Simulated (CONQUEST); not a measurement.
# HgSe (F-43m) in CONQUEST: a series of runs

Runs on HgSe. Level: PBE. Tasks: single point.

Program: CONQUEST 1.3. These are calculated values, not measurements. Logs are shortened: lines on timing, memory, paths and dates and some standing lists are left out, and cuts for length are marked.

## Step 1: Starting point

Symmetry: F-43m, No. 216, cubic system. The conventional cell has a = 6.078 Å, b = 6.078 Å, c = 6.078 Å, α = 90.00°, β = 90.00°, γ = 90.00°. Around Hg (site symmetry -43m) lie 4 Se at 2.63 Å. Se (site symmetry -43m) has 4 Hg at 2.63 Å as nearest neighbours.

## Step 2: Single point, PBE

The input, Conquest_input:

```
IO.Title HgSe
IO.Coordinates coords.dat
IO.FractionalAtomicCoords T
IO.Iprint 2
IO.Iprint_init 1
General.NumberOfSpecies 2
General.PseudopotentialType hamann
AtomMove.TypeOfRun static
AtomMove.FullStress T
Grid.GridCutoff 120
DM.SolutionMethod diagon
Diag.MPMesh T
Diag.GammaCentred T
Diag.MPMeshX 6
Diag.MPMeshY 6
Diag.MPMeshZ 5
Diag.kT 0.00183747
minE.SCTolerance 1e-6
SC.MaxIters 100
IO.AtomChargeOutput T
%block ChemicalSpeciesLabel
1 200.590 Hg
2 78.960 Se
%endblock
```

The input, coords.dat:

```
    8.1216555200     0.0000000000     0.0000000000
    0.0000000000     8.1216555200     0.0000000000
    0.0000000000     0.0000000000    11.4857553855
4
  0.0000000000   0.0000000000   0.0000000000 1 T T T
  0.5000000000   0.5000000000   0.5000000000 1 T T T
  0.0000000000   0.5000000000   0.2500000000 2 T T T
  0.5000000000   0.0000000000   0.7500000000 2 T T T
```

Potentials or basis: PseudoDojo NC PBE, DZP, grid cutoff 120 Ha.

Launch:

```sh
Conquest
```

The log of the run:

```text
Simulation cell dimensions:     8.1217 a0 x     8.1217 a0 x    11.4858 a0

      Atomic coordinates (a0)
         Atom         X         Y         Z  Species
            1    0.0000    0.0000    0.0000        1
            2    4.0608    4.0608    5.7429        1
            3    0.0000    4.0608    2.8714        2
            4    4.0608    0.0000    8.6143        2

         Monkhorst-Pack mesh:   6 x   6 x   5 gamma-centred
        This calculation includes non-local pseudopotentials,
         with a maximum core radius of      6.61936088

    Job title: HgSe
    Job to be run: static calculation

[... 5 lines left out ...]
      Using Fermi-Dirac smearing

    Integration grid size:     48 x   48 x   60

    Integration grid spacing:  0.169 a0 x 0.169 a0 x 0.191 a0

    Number of species:  2
    --------------------------------------------------------
    |   #  mass (au)  Charge (e)  SF Rad (a0)  NSF  Label  |
    --------------------------------------------------------
    |   1    200.590      20.000        6.891   19  Hg     |
    |   2     78.960      16.000        6.700   18  Se     |
    --------------------------------------------------------
          SCF tolerance:                 0.00000100
          SCF iterations:               100

    The functional used will be GGA PBE96

           radial cut-off to be used is taken to be max PAO cut-off radius for this species:    6.619361

           greatest ang. mom. for making density from PAOs:  2

           radial cut-off to be used is taken to be max PAO cut-off radius for this species:    6.366323

           greatest ang. mom. for making density from PAOs:  2
    Minimum blocs/proc is     2160. Maximum blocs/proc is     2160
    set_atom_dens: In set_atomic_density, electrons :      72.000000000000
 matrix_size & matrix_size_padH =           74          74

    Screened ion int: energy:    -448.818343460113 Ha

    new_SC_potl: Starting.  Tolerance:  0.10000E-05

    PulayMixSC: Starting Pulay mixing, A_up =  0.500 A_dn =  0.500
    PulayMixSC: Spin non-polarised calculation.
          Harris-Foulkes Energy            :      -575.705380273791661 Ha
          GroundState Energy (E-(1/2)TS)   :      -575.705407527871785 Ha
          Free Energy (E-TS)               :      -575.705434781951908 Ha
          DFT Total Energy                 :      -575.651147432786274 Ha
          Total number of electrons        :        71.999999999997016
    PulayMixSC: Pulay iteration     1 residual:              0.11845E-02
          Harris-Foulkes Energy            :      -575.684013652286808 Ha
          GroundState Energy (E-(1/2)TS)   :      -575.684040678527140 Ha
          Free Energy (E-TS)               :      -575.684067704767358 Ha
          DFT Total Energy                 :      -575.680360267512015 Ha
          Total number of electrons        :        72.000026459519802
    PulayMixSC: Pulay iteration     2 residual:              0.50987E-03
          Harris-Foulkes Energy            :      -575.682411578098595 Ha
          GroundState Energy (E-(1/2)TS)   :      -575.682438717401624 Ha
          Free Energy (E-TS)               :      -575.682465856704539 Ha
          DFT Total Energy                 :      -575.682263678300046 Ha
          Total number of electrons        :        72.000039152017223
    PulayMixSC: Pulay iteration     3 residual:              0.21969E-03
          Harris-Foulkes Energy            :      -575.682288796094099 Ha
          GroundState Energy (E-(1/2)TS)   :      -575.682315934872690 Ha
          Free Energy (E-TS)               :      -575.682343073651396 Ha
          DFT Total Energy                 :      -575.682287783484185 Ha
          Total number of electrons        :        72.000052765627302
    PulayMixSC: Pulay iteration     4 residual:              0.15660E-04
          Harris-Foulkes Energy            :      -575.682288077849876 Ha
          GroundState Energy (E-(1/2)TS)   :      -575.682315213293236 Ha
          Free Energy (E-TS)               :      -575.682342348736711 Ha
          DFT Total Energy                 :      -575.682287975660984 Ha
          Total number of electrons        :        72.000054490386475
    PulayMixSC: Pulay iteration     5 residual:              0.61486E-05
          Harris-Foulkes Energy            :      -575.682287947633313 Ha
          GroundState Energy (E-(1/2)TS)   :      -575.682315083277103 Ha
          Free Energy (E-TS)               :      -575.682342218921008 Ha
          DFT Total Energy                 :      -575.682287946218935 Ha
          Total number of electrons        :        72.000055585389305
    PulayMixSC: Pulay iteration     6 residual:              0.24231E-06
    PulayMixSC: Reached SCF tolerance of  0.24231E-06 after      6 iterations
      | Number of electrons      =        72.000056
      |* band energy as 2Tr[K.H] =       -99.467805026347079 Ha
      |  screened ion-ion energy =      -448.818343460112715 Ha
      |  Ha correction           =         1.699973866618395 Ha
      |  XC correction           =       -29.096120041192147 Ha
      | GS Energy as E-(1/2)TS   =      -575.682315083277103 Ha
      | Free Energy as E-TS      =      -575.682342218921008 Ha
      |* Harris-Foulkes energy   =      -575.682287947633313 Ha
      |* DFT total energy        =      -575.682287946218935 Ha
      |  estimated accuracy      =        -0.000000001414378 Ha

    force: Forces on atoms (Ha/a0)
    force:  Atom   X              Y              Z
    force:     1  -0.0000000000  -0.0000000000  -0.0000000000
    force:     2   0.0000000000   0.0000000000   0.0000000000
    force:     3  -0.0000000000   0.0000000000   0.0000000000
    force:     4   0.0000000000  -0.0000000000   0.0000000000

    force: Maximum force :        0.00000000(Ha/a0) on atom         1 in z direction
    force: Force Residual:        0.00000000 Ha/a0
    force: Total stress:         -5.92487136     0.00000000     0.00000000 GPa
                            -0.00000000    -5.92487136     0.00000000
                             0.00000000     0.00000000    -5.91326110
    force: Average pressure:      5.92100127 GPa

    force: Finished force
    get_E_and_F: Change in energy during last step of electronic optimisation:  0.13022E-06

    BIBLIOGRAPHY: Please consider citing the following references in the conquest.bib file

    CONQUEST:         Bowler2002pt, Miyazaki2004, Nakata2020
    Basis:            Bowler2019
    DM:               Bowler:2006xr
    Pseudopotentials: Hamann2013, Bowler2019
    XC functional:    Perdew1996
```

Run time: 37 s. Hardware: 1 thread of Intel Xeon Platinum 8559C (Emerald Rapids), shared host; peak memory 0.71 GiB.

Results:

- Free energy: -15665.1146 eV
- Pressure: 5.9 GPa
- Band gap on the k mesh: none (metal or under the smearing width)
- Mulliken charges: Hg +0.51; Se -0.51 e

Caveat: Mulliken charges move with the basis; the basis of atomic orbitals isn't converged, which shifts pressures, moduli and gaps. Spin-orbit coupling is left out, which matters for the levels of Hg.

## Step 3: Single point, PBE

Conquest_input is that of step 2.

coords.dat is that of step 2.

Potentials or basis: PseudoDojo NC PBE, DZ, grid cutoff 120 Ha.

Launch:

```sh
Conquest
```

The log of the run:

```text
Simulation cell dimensions:     8.1217 a0 x     8.1217 a0 x    11.4858 a0

      Atomic coordinates (a0)
         Atom         X         Y         Z  Species
            1    0.0000    0.0000    0.0000        1
            2    4.0608    4.0608    5.7429        1
            3    0.0000    4.0608    2.8714        2
            4    4.0608    0.0000    8.6143        2

         Monkhorst-Pack mesh:   6 x   6 x   5 gamma-centred
        This calculation includes non-local pseudopotentials,
         with a maximum core radius of      6.61936088

    Job title: HgSe
    Job to be run: static calculation

[... 5 lines left out ...]
      Using Fermi-Dirac smearing

    Integration grid size:     48 x   48 x   60

    Integration grid spacing:  0.169 a0 x 0.169 a0 x 0.191 a0

    Number of species:  2
    --------------------------------------------------------
    |   #  mass (au)  Charge (e)  SF Rad (a0)  NSF  Label  |
    --------------------------------------------------------
    |   1    200.590      20.000        6.891   16  Hg     |
    |   2     78.960      16.000        6.700   13  Se     |
    --------------------------------------------------------
          SCF tolerance:                 0.00000100
          SCF iterations:               100

    The functional used will be GGA PBE96

           radial cut-off to be used is taken to be max PAO cut-off radius for this species:    6.619361

           greatest ang. mom. for making density from PAOs:  2

           radial cut-off to be used is taken to be max PAO cut-off radius for this species:    6.366323

           greatest ang. mom. for making density from PAOs:  2
    Minimum blocs/proc is     2160. Maximum blocs/proc is     2160
    set_atom_dens: In set_atomic_density, electrons :      72.000000000000
 matrix_size & matrix_size_padH =           58          58

    Screened ion int: energy:    -448.818343460113 Ha

    new_SC_potl: Starting.  Tolerance:  0.10000E-05

    PulayMixSC: Starting Pulay mixing, A_up =  0.500 A_dn =  0.500
    PulayMixSC: Spin non-polarised calculation.
          Harris-Foulkes Energy            :      -575.621291235480157 Ha
          GroundState Energy (E-(1/2)TS)   :      -575.621321142095667 Ha
          Free Energy (E-TS)               :      -575.621351048711176 Ha
          DFT Total Energy                 :      -575.539990940807797 Ha
          Total number of electrons        :        71.999999999997016
    PulayMixSC: Pulay iteration     1 residual:              0.13258E-02
          Harris-Foulkes Energy            :      -575.584172614674799 Ha
          GroundState Energy (E-(1/2)TS)   :      -575.584202783011733 Ha
          Free Energy (E-TS)               :      -575.584232951348667 Ha
          DFT Total Energy                 :      -575.582478216471145 Ha
          Total number of electrons        :        72.000021454865774
    PulayMixSC: Pulay iteration     2 residual:              0.52179E-03
          Harris-Foulkes Energy            :      -575.583210283590461 Ha
          GroundState Energy (E-(1/2)TS)   :      -575.583240435446555 Ha
          Free Energy (E-TS)               :      -575.583270587302650 Ha
          DFT Total Energy                 :      -575.582961461629111 Ha
          Total number of electrons        :        72.000031279256319
    PulayMixSC: Pulay iteration     3 residual:              0.24891E-03
          Harris-Foulkes Energy            :      -575.582974205525943 Ha
          GroundState Energy (E-(1/2)TS)   :      -575.583004366885007 Ha
          Free Energy (E-TS)               :      -575.583034528244070 Ha
          DFT Total Energy                 :      -575.582973870469345 Ha
          Total number of electrons        :        72.000042375953711
    PulayMixSC: Pulay iteration     4 residual:              0.53340E-05
          Harris-Foulkes Energy            :      -575.582974206939980 Ha
          GroundState Energy (E-(1/2)TS)   :      -575.583004366622617 Ha
          Free Energy (E-TS)               :      -575.583034526305255 Ha
          DFT Total Energy                 :      -575.582974034059134 Ha
          Total number of electrons        :        72.000043166212222
    PulayMixSC: Pulay iteration     5 residual:              0.23631E-05
          Harris-Foulkes Energy            :      -575.582974105390235 Ha
          GroundState Energy (E-(1/2)TS)   :      -575.583004265126988 Ha
          Free Energy (E-TS)               :      -575.583034424863854 Ha
          DFT Total Energy                 :      -575.582974105064977 Ha
          Total number of electrons        :        72.000043603581645
    PulayMixSC: Pulay iteration     6 residual:              0.11485E-06
    PulayMixSC: Reached SCF tolerance of  0.11485E-06 after      6 iterations
      | Number of electrons      =        72.000044
      |* band energy as 2Tr[K.H] =       -99.036107181709284 Ha
      |  screened ion-ion energy =      -448.818343460112715 Ha
      |  Ha correction           =         1.348577260406783 Ha
      |  XC correction           =       -29.077098777166285 Ha
      | GS Energy as E-(1/2)TS   =      -575.583004265126988 Ha
      | Free Energy as E-TS      =      -575.583034424863854 Ha
      |* Harris-Foulkes energy   =      -575.582974105390235 Ha
      |* DFT total energy        =      -575.582974105064977 Ha
      |  estimated accuracy      =        -0.000000000325258 Ha

    force: Forces on atoms (Ha/a0)
    force:  Atom   X              Y              Z
    force:     1   0.0000000000   0.0000000000   0.0000000000
    force:     2  -0.0000000000   0.0000000000  -0.0000000000
    force:     3  -0.0000000000   0.0000000000  -0.0000000000
    force:     4   0.0000000000  -0.0000000000  -0.0000000000

    force: Maximum force :        0.00000000(Ha/a0) on atom         1 in z direction
    force: Force Residual:        0.00000000 Ha/a0
    force: Total stress:         -7.81379465     0.00000000     0.00000000 GPa
                             0.00000000    -7.81379465    -0.00000000
                             0.00000000    -0.00000000    -7.82318060
    force: Average pressure:      7.81692330 GPa

    force: Finished force
    get_E_and_F: Change in energy during last step of electronic optimisation:  0.10155E-06

    BIBLIOGRAPHY: Please consider citing the following references in the conquest.bib file

    CONQUEST:         Bowler2002pt, Miyazaki2004, Nakata2020
    Basis:            Bowler2019
    DM:               Bowler:2006xr
    Pseudopotentials: Hamann2013, Bowler2019
    XC functional:    Perdew1996
```

It took 26 s on 1 thread of Intel Xeon Platinum 8559C (Emerald Rapids), shared host; peak memory 0.56 GiB.

What came out:

- Free energy: -15662.4123 eV
- Pressure: 7.8 GPa
- Band gap on the k mesh: none (metal or under the smearing width)
- Mulliken charges: Hg +0.92; Se -0.92 e

Caveat: the atomic basis is small; Mulliken charges move with the basis; the box holds several primitive cells, so bands are folded and the points are those of the box's own zone; the basis of atomic orbitals isn't converged, which shifts pressures, moduli and gaps.

## Step 4: Single point, PBE

Conquest_input is that of step 3.

coords.dat is that of step 3.

Potentials or basis: PseudoDojo NC PBE, SZP, grid cutoff 120 Ha.

Launch:

```sh
Conquest
```

It took 23 s on 1 thread of Intel Xeon Platinum 8559C (Emerald Rapids), shared host; peak memory 0.52 GiB.

The run converged. Its results:

```
Free energy            : -15664.6381 eV
Pressure               : 7.2 GPa
Band gap on the k mesh : none (metal or under the smearing width)
Mulliken charges       : Hg +0.39; Se -0.39 e
```

Caveat: the atomic basis is small; Mulliken charges move with the basis; the basis of atomic orbitals isn't converged, which shifts pressures, moduli and gaps.

## Step 5: Overview

| potentials or basis | gap on the mesh (eV) | pressure (GPa) |
| --- | --- | --- |
| PseudoDojo NC PBE, DZP, grid cutoff 120 Ha | none | 5.9 |
| PseudoDojo NC PBE, DZ, grid cutoff 120 Ha | none | 7.8 |
| PseudoDojo NC PBE, SZP, grid cutoff 120 Ha | none | 7.2 |

Alike in all rows: task single point; level PBE; no spin polarisation; cell as given; k mesh 6 × 6 × 5; smearing fermi-dirac 0.05 eV.

Caveats: the basis of atomic orbitals isn't converged, which shifts pressures, moduli and gaps; the atomic basis is small (some runs); the box holds several primitive cells, so bands are folded and the points are those of the box's own zone (some runs).

Total energies depend on the potentials used, so only differences within one code and one set of settings carry meaning.
